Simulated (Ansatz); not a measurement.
Cubic perovskite BaSnO₃ was calculated with PBE0 in Ansatz (PAW).

Run with plane-wave cutoff 520 eV, 6×6×6 k mesh, scalar-relativistic PAW data made under PBE.

Computed at the level's own relaxed cell.

Q: What does this level give for the Poisson ratio, elastic constant C44, Young modulus, elastic constant C12 and elastic constant C11?

A: 
- Poisson ratio: 0.237
- elastic constant C44: 104 GPa
- Young modulus: 254 GPa
- elastic constant C12: 94.2 GPa
- elastic constant C11: 295 GPa

Elastic constants are with the ions relaxed.

Spin–orbit coupling is not included.

The computed numbers hold no vibrational or temperature effects.

Ansatz is a program for electronic structure.
